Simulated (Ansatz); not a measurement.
**HfN, one cell by several methods**

```
Hf N
1.0
     0.00000    2.32677    2.25900
     2.32677    0.00000    2.25900
     2.32677    2.32677    0.00000
Hf N
1 1
Cartesian
  0.0000 0.0000 0.0000
  2.3268 2.3268 2.2590
```

Atom numbers follow the list: Hf1, N2.

The cell comes from COD entry 1539063, which wasn't checked; take it as a given geometry. The listed cell was then made from it by scaling, straining or moving an atom.

Spin polarisation is left out, and whether a magnetic state lies lower isn't shown here.

No spin–orbit coupling, which matters for the heavy atoms here.

Methods: DFT, LDA, PAW with Ansatz's default frozen-core files, scalar-relativistic (Ansatz 0.2.0); DFT, LDA, all-electron LAPW, scalar-relativistic (Ansatz 0.2.0).

For PAW: a Γ-centred 10×10×10 k mesh, Fermi–Dirac smearing of 0.03 eV, cutoff 420 eV, no spin polarisation; the PAW files were made with PBE, and the program remakes their frozen cores for this functional. LAPW targets a basis error of 1 meV/atom. The Ansatz runs share mesh, smearing and spin set-up. Plane-wave (PAW) pressures include the program's estimate of the Pulay term.

Stress and pressure are positive in compression.

The change that made this cell: equal xx and yy strain of +3 %.

PAW results:

| quantity | PAW |
| --- | --- |
| pressure (GPa) | -22.42 |
| stress xx (GPa) | -25.67 |
| stress zz (GPa) | -15.92 |

**Question.** What does LAPW (all electrons) give for the same quantities?

**Answer.** 
| quantity | LAPW |
| --- | --- |
| pressure (GPa) | -22.33 |
| stress xx (GPa) | -25.58 |
| stress zz (GPa) | -15.82 |
